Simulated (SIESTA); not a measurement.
Crystal: Ta.

```
Ta
1.0
    -1.65128    1.65128    1.65128
     1.65128   -1.65128    1.65128
     1.65128    1.65128   -1.65128
Ta
1
Direct
  0.00000 0.00000 0.00000
```

Base run:

| Quantity | Value |
| --- | --- |
| Program | SIESTA 5.4.2 |
| Functional | PBE |
| Potentials or basis | PseudoDojo 0.4 standard (PBE files) |
| Basis | DZP (energy shift 0.003 Ry; two zetas on semicore shells) |
| Grid cutoff | 800 Ry |
| Energy shift | 0.003 Ry |
| k mesh | 11 × 11 × 11 |
| Occupations | fermi-dirac, width 0.05 eV |
| Spin | no spin polarisation |

Its results: band gap on the k mesh none (metal or under the smearing width); pressure 3.3 GPa.

Problem. The run is repeated on the same cell with these changes: functional from PBE to vdW-DF. What comes out?

Solution. Band gap on the k mesh none (metal or under the smearing width); pressure 7.7 GPa.

Caveats: short orbitals over semicore shells can move pressures by several GPa; the basis of atomic orbitals isn't converged, which shifts pressures, moduli and gaps; the potentials were made for another functional, which shifts forces and pressure (some runs).
